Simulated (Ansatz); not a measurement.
# CoSi₂: strain energy, fitted

CoSi₂, Fm-3m, a = 5.313 Å. Ansatz: PBEsol, PAW, 420 eV, Γ-centred 10×10×8 mesh on 6 atoms, Gaussian smearing 0.10 eV; no spin polarisation. Series: uniaxial strain along a, with b, c and atoms relaxed; x is the strain in per cent. The axes a, b, c are those of the computed cell (3.757, 3.757, 5.313 Å), along [1 1 0], [-1 1 0], [0 0 1] of the cell named above. y is the free energy over the unstrained cell, V0 = 12.494 Å³/atom.

| x (%) | y (meV/atom) |
| --- | --- |
| -4.5 | ? |
| -3.0 | 6.83 |
| -1.5 | 1.62 |
| 0.0 | 0.00 |
| 1.5 | 2.09 |
| 3.0 | 8.13 |
| 4.5 | 18.29 |

Q: Fit y = c2 x² + c3 x³ to the other rows, turn c2 into a modulus, and predict the missing energy.

A: Least squares on the rows shown. y = 0.82038 x² + 0.019369 x³. In eV per unit strain² c2 is 8.204; this is Young's modulus along the axis (E = ½ Y V0 ε²): 2 × 8.204 × 160.2 / (12.494) = 210 GPa. The unstrained cell keeps some stress along the strain, worth a slope of 0.11 meV/atom per %, which the form leaves out. With a term in x⁴ added, the coefficient of x² becomes 0.8562, 4 % more, which shows how far this figure hangs on the form. At x = -4.5 the fit asked for gives 14.85 meV/atom. The run gave 14.59 meV/atom, so the fit is 0.26 meV/atom too high, within twice the rms miss on the fitted rows (0.15 meV/atom).